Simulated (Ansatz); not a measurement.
## Germanium (fcc) across density functionals

All rows: Ansatz, plane waves with scalar-relativistic PAW, 420 eV (500 eV for the SCAN forms), relaxed under each functional, no dispersion correction, no zero-point motion. B₀ comes from uniform scaling at fixed shape; a dash is a value not given.

```json
{"functional": "PBE", "V (Å³/atom)": "19.56", "cell": "a = 4.277 Å", "B₀ (GPa)": "61", "magnetic state": "spin not included", "ΔE to diamond (meV/atom)": "329"}
{"functional": "r²SCAN", "V (Å³/atom)": "18.95", "cell": "a = 4.232 Å", "B₀ (GPa)": "65", "magnetic state": "spin not included", "ΔE to diamond (meV/atom)": "582"}
{"functional": "PBEsol", "V (Å³/atom)": "18.51", "cell": "a = 4.199 Å", "B₀ (GPa)": "72", "magnetic state": "spin not included", "ΔE to diamond (meV/atom)": "275"}
{"functional": "LDA", "V (Å³/atom)": "18.11", "cell": "a = 4.169 Å", "B₀ (GPa)": "75", "magnetic state": "spin not included", "ΔE to diamond (meV/atom)": "312"}
{"functional": "revPBE", "V (Å³/atom)": "19.93", "cell": "a = 4.304 Å", "B₀ (GPa)": "58", "magnetic state": "spin not included", "ΔE to diamond (meV/atom)": "346"}
{"functional": "RPBE", "V (Å³/atom)": "20.07", "cell": "a = 4.314 Å", "B₀ (GPa)": "57", "magnetic state": "spin not included", "ΔE to diamond (meV/atom)": "354"}
```

Problem. What does BLYP give?

Solution. V (Å³/atom): 21.83; cell: a = 4.436 Å; B₀ (GPa): 48; magnetic state: spin not included; ΔE to diamond (meV/atom): 502.
